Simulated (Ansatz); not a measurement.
## Ti under strain

These are results of Ansatz 0.2.0, DFT PBEsol, scalar-relativistic, plane waves, PAW, not measurements. Run with 420 eV cutoff, 24×24×12 k-mesh, Gaussian smearing of 0.10 eV, no spin polarisation.

Starting point, cell and atoms relaxed:

```xyz
2
Lattice="2.9004 0.0000 0.0000 -1.4502 2.5119 0.0000 0.0000 0.0000 4.5910" Properties=species:S:1:pos:R:3 pbc="T T T"
Ti    0.0000    1.6746    1.1477
Ti    1.4502    0.8373    3.4432
```

Deformation: biaxial strain in the a-b plane, with the length and tilt of c and the atoms relaxed, all within the symmetry that the strain leaves. Energies are extrapolated to zero smearing.

```csv
strain (%),ΔE (meV/atom),a (Å),b (Å),c (Å)
-3.0,20.2,2.813,2.813,4.714
-2.0,9.1,2.842,2.842,4.670
-1.0,2.3,2.871,2.871,4.628
+0.0,0.0,2.900,2.900,4.591
+1.0,2.1,2.929,2.929,4.553
+2.0,8.2,2.958,2.958,4.516
+3.0,18.2,2.987,2.987,4.480
```

What stiffness (1/V) d²E/dε² at zero strain does a cubic fit over all points give?

A cubic fit gives (1/V) d²E/dε² = 408 GPa at zero strain (twice the biaxial modulus).

How does the free axis c answer a small strain?

Between the innermost points its strain is -0.82 times the applied one.

Cost: 7 runs of about 5 core-minutes in all, on Arm Neoverse V2 (shared hosts).